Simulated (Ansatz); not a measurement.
A series in volume scale on HfN

All results are calculated (Ansatz 0.2.0). Periodic Kohn-Sham DFT of a crystal at fixed atoms, scaled to volume_scale times the given cell; pressure positive in compression, energy less spherical unpolarised free atoms, largest_vzz the field gradient of largest size among the nuclei.

The cell before it is scaled or strained (space group Fm-3m, No. 225):
```
cell vectors (Å)
   0.0000     2.2590     2.2590
   2.2590     0.0000     2.2590
   2.2590     2.2590     0.0000
atoms (fractions of the cell vectors)
Hf  0.00000  0.00000  0.00000
N   0.50000  0.50000  0.50000
```

Settings of every row: method all-electron PAW; functional PBE; relativity scalar; k mesh 10x10x10; filling fermi-dirac; smearing width 0.03 eV; nucleus gaussian.

Atom start moment: 0 on all atoms.

Limits: no spin-orbit coupling on heavy atoms.

```
row  volume scale  V (Å³/atom)  pressure (GPa)
  1          0.94       10.836          25.649
  2          0.98       11.297          11.531
  3          0.99       11.413           8.437
  4          1.01       11.643           2.711
  5          1.02       11.758           0.062
  6          1.06        12.22               ?
```

Question: what pressure should row 6 give?

Worked fit of pressure. Take u = (V_r/V)^(2/3) − 1 with V_r = 11.413 Å³ an atom, which is twice the finite (Eulerian) strain; such expansions in the strain, on which the Birch-Murnaghan equation of state is built, carry the rest volume and the bulk modulus. The shown rows have u = 0.03519, 0.00683, 0, -0.01321, -0.01966. Least squares give pressure = 8.426 + 448.249 × u + 1169.28 × u² GPa; a straight line predicts inner rows, each left out in turn, worse (root mean square 0.46 against 0.018 GPa). The rows lie off it by 0.001, -0.011, 0.011, 0.002, -0.003 (root mean square 0.0072 GPa). The withheld row has u = -0.04453, so the fit gives 8.426 + 448.249 × (-0.04453) + 1169.28 × (-0.04453)² = -9.216 GPa.

The calculation gave -9.259 GPa. The fit lies 0.043 GPa (0.12 % of the column's range) above it; its largest miss of a shown row is 0.011 GPa. This row lies beyond the range of the fit.
